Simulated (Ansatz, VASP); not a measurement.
## One calculation of Os, two programs

The input INCAR:

```
  PREC = Accurate
  ENCUT = 520
  EDIFF = 1E-7
  ISMEAR = 0
  SIGMA = 0.15
  LREAL = False
  LASPH = True
  NELM = 80
  ALGO = Normal
  ISIF = 2
  LWAVE = False
  LCHARG = True
  GGA = PS
  LELF = True
  LVHAR = True
  NBANDS = 10
```

Contents of KPOINTS:

```
Automatic mesh
0
Gamma
  20 20 20
```

POSCAR

```
Os
1.0
    0.0000000000      1.9450000000      1.9450000000
    2.1395000000      0.0000000000      1.9450000000
    2.1395000000      1.9450000000      0.0000000000
Os
1
Direct
    0.0000000000      0.0000000000      0.0000000000
```

Input for Ansatz:

```yaml
crystal:
  lattice:
    - [0.0, 1.945, 1.945]
    - [2.1395, 0.0, 1.945]
    - [2.1395, 1.945, 0.0]
  atoms:
    - { symbol: Os, position: [0.0, 0.0, 0.0] }
basis:
  ecutwfc: 420
kpoints:
  mp_grid: { grid: [20, 20, 20] }
hamiltonian:
  xc: pbesol
scf:
  occupations: { method: gaussian, width: 0.15 }
output:
  forces: true
  stress: true
  eigenvalues: true
  write_density: true
  write_potential: true
  elf: true
  volumetric_format: npy
```

Change from the starting cell: strain +0.1000 x Voigt [1, 0, 0, 0, 0, 0], atoms carried along.

Alike in both runs: task single point; functional PBEsol; k mesh 20 × 20 × 20; occupations gaussian, width 0.15 eV; no spin polarisation.

```csv
,VASP,Ansatz
version,VASP 6.6.1,Ansatz 0.2.0
potentials or method,"VASP PAW PBE potentials, release 64 (Os)","scalar-relativistic, plane waves, PAW"
plane-wave cutoff (eV),520,420
valence electrons in the cell,8,16
```

Ansatz gave:

* gap on the k mesh at the Fermi level (eV): none
* pressure (GPa): -42.6
* largest component of the traceless stress (GPa): 16.75

Problem. Estimate VASP's values.

Solution. gap on the k mesh at the Fermi level (eV): none; pressure (GPa): -43.0; largest component of the traceless stress (GPa): 16.53.

A gap of «none» marks a metal or a gap that the smearing closes. With one functional, cell and mesh, what is left measures potentials, basis and numerics. The two sets of potentials don't hold the same shells in valence.

Caveats: the cell as given lies far from equilibrium; so large a pressure means that the cell lies far from this level's equilibrium, or that cutoff or potentials fall short (VASP); the potentials were made for another functional, which shifts forces and pressure (VASP). The runs have no spin-orbit coupling, so splittings on Os are missing.
